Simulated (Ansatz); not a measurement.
# SiGe5: competing structures

The calculation used DFT PBE, scalar-relativistic, plane waves, PAW in Ansatz 0.2.0. All cells share a 420 eV cutoff and Γ-centred k meshes spaced at most about 0.3 Å⁻¹ (about 0.25 or finer for metals, 2π included). No spin polarisation.

The zero of energy is the elements' standard structures at the same level; no fitted shifts are applied.

All energies are static (0 K, no zero-point motion). Only the structures computed here compete, so a lower one can exist. For metals, differences of a few meV/atom aren't resolved. Weakly bound directions are ill-defined at this level, which has no dispersion term (P-3m1), and this can change margins and order among such cells.

Invented guesses were relaxed alike, and ends that match in structure were merged. ΔE counts from the first row. Coordination counts Ge atoms around Si (those within 1.25 times the shortest such distance or 1.15 times the sum of covalent radii; a plus sign parts nearer from farther groups; the shortest distance is added where it is long for a bond). The ends were matched against large subsets of the Crystallography Open Database and the Materials Project, so a missing match doesn't prove that a structure is unreported.

```csv
#,reached from,type and space group,atoms,Å³/atom,coordination,ΔE (meV/atom),gap on mesh (eV),in databases
1,Si and Ge ordered on fcc sites,P4/mmm (No. 123),6,18.7,Si 8 from 2.8 Å,0,0.00,no match
2,Si and Ge ordered on fcc sites,Pmmm (No. 47),6,18.8,Si 8+2 from 2.8 Å,0,0.00,no match
3,Si and Ge ordered on hcp sites,P-6m2 (No. 187),6,18.6,Si 6 from 2.8 Å,2,0.00,no match
4,Si and Ge ordered on fcc sites,P-3m1 (No. 164),6,19.0,Si 6 from 2.8 Å,3,0.00,no match
5,Si and Ge ordered on hcp sites,P-62m (No. 189),6,18.7,Si 12 from 2.9 Å,15,0.00,no match
```

The first two are tied within the noise. The first: Space group P4/mmm (No. 123), tetragonal, a = 3.225 Å, c = 10.764 Å. Si is surrounded by 8 Ge at 2.77 Å, 4 Si at 3.23 Å and 2 Ge at 3.54 Å; Ge on a site of symmetry 4mm is surrounded by 8 Ge at 2.93–3.02 Å, 4 Ge at 3.23 Å, 1 Si at 3.54 Å and 1 Ge at 3.68 Å; around Ge on a second site of symmetry 4mm lie 4 Si at 2.77 Å, 9 Ge at 3.02–3.23 Å and 1 Ge at 3.81 Å; around Ge on a site of symmetry 4/mmm lie 8 Ge at 2.93 Å, 4 Ge at 3.23 Å and 2 Ge at 3.81 Å. Its energy over the elements is +0.38 eV/atom. It can't be a ground state, since the elements alone are lower. An observed structure of this formula, if there is one, may be missing.

```
Si Ge
1.0
     3.22526    0.00000    0.00000
     0.00000    3.22526    0.00000
     0.00000    0.00000   10.76383
Si Ge
1 5
Cartesian
  0.0000 0.0000 0.0000
  0.0000 0.0000 7.2217
  1.6126 1.6126 9.1953
  1.6126 1.6126 1.5686
  0.0000 0.0000 3.5421
  1.6126 1.6126 5.3819
```

The second: Space group Pmmm (No. 47), orthorhombic, a = 3.134 Å, b = 3.630 Å, c = 9.892 Å. Si has 8 Ge at 2.82 Å, 2 Si at 3.13 Å, 2 Ge at 3.31 Å and 2 Si at 3.63 Å; around Ge on a site of symmetry mmm lie 8 Ge at 2.90 Å, 2 Ge at 3.13 Å and 4 Ge at 3.47–3.63 Å; Ge on a site of symmetry mm2 has 11 Ge at 2.90–3.27 Å, 1 Si at 3.31 Å and 2 Ge at 3.63 Å; Ge on a second site of symmetry mm2 is surrounded by 4 Si at 2.82 Å, 7 Ge at 2.95–3.13 Å and 3 Ge at 3.47–3.63 Å. Counting Ge atoms around Si, the first has Si 8 from 2.8 Å and the second has Si 8+2 from 2.8 Å. Cells relaxed within their symmetry can be saddle points.

```cif
data_structure
_symmetry_space_group_name_H-M 'P 1'
_symmetry_Int_Tables_number 1
_cell_length_a 3.1340
_cell_length_b 3.6300
_cell_length_c 9.8919
_cell_angle_alpha 90.000
_cell_angle_beta 90.000
_cell_angle_gamma 90.000
_cell_volume 112.53
loop_
_atom_site_label
_atom_site_type_symbol
_atom_site_fract_x
_atom_site_fract_y
_atom_site_fract_z
_atom_site_occupancy
Si1 Si 0.50000 0.50000 0.50000 1
Ge1 Ge 0.00000 0.00000 0.00000 1
Ge2 Ge 0.50000 0.50000 0.16542 1
Ge3 Ge 0.00000 0.00000 0.35074 1
Ge4 Ge 0.00000 0.00000 0.64926 1
Ge5 Ge 0.50000 0.50000 0.83458 1
```
